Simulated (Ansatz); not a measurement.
# Mo (fcc): from the first guess to the electronic structure

What volume does Mo (fcc) take, and is it a metal or an insulator at this level? The pressure is brought towards zero step by step, and the electronic structure follows. Whether the element takes this structure at low temperature is a separate question.

This is Mo in the fcc structure; at room conditions it is bcc.

Program: Ansatz 0.2.0. Level of theory: DFT PBE, scalar-relativistic, plane waves, PAW. These are calculated values, not measurements.

## (1) The starting structure

The structure is cubic, space group Fm-3m (No. 225). Conventional cell: a = 3.969 Å, b = 3.969 Å, c = 3.969 Å, α = 90.00°, β = 90.00°, γ = 90.00°. Around Mo (site symmetry m-3m) lie 12 Mo at 2.81 Å.

Coordinates:

```
Mo
1.0
     0.00000    1.98437    1.98437
     1.98437    0.00000    1.98437
     1.98437    1.98437    0.00000
Mo
1
Direct
  0.00000 0.00000 0.00000
```

## (2) At the starting volume

Input file input.yaml:

```yaml
crystal:
  lattice:
    - [0.0, 1.9843740664, 1.9843740664]
    - [1.9843740664, 0.0, 1.9843740664]
    - [1.9843740664, 1.9843740664, 0.0]
  atoms:
    - { symbol: Mo, position: [0.0, 0.0, 0.0] }
basis:
  ecutwfc: 420
  ecutrho_ratio: 4
kpoints:
  mp_grid: { grid: [18, 18, 18] }
hamiltonian:
  xc: pbe
scf:
  occupations: { method: gaussian, width: 0.05 }
output:
  forces: true
  stress: true
  eigenvalues: true
```

Further steps of the session: A step to a new volume; A step to a new volume; The electronic structure.

Before running it: what results should come out? Wanted: space group; conventional cell; volume; pressure; gap; states at the Fermi level.

**Answer**, as computed:

```
                 quantity                                                                      value
              space group                                                            Fm-3m (No. 225)
        conventional cell  a = 4.002 Å, b = 4.002 Å, c = 4.002 Å, α = 90.00°, β = 90.00°, γ = 90.00°
                   volume                                                             16.024 Å³/atom
                 pressure                                                                   0.03 GPa
                      gap                                                               none (metal)
states at the Fermi level                                                        1.3 per eV per cell
```

In words: Over the 3 runs shown the cell moved from 15.63 to 16.02 Å³/atom, a change of +2.5 %, where the pressure is zero within 0.03 GPa. It comes out metallic; the largest share of the states at the Fermi level is Mo 4d (93 % of the projected weight).
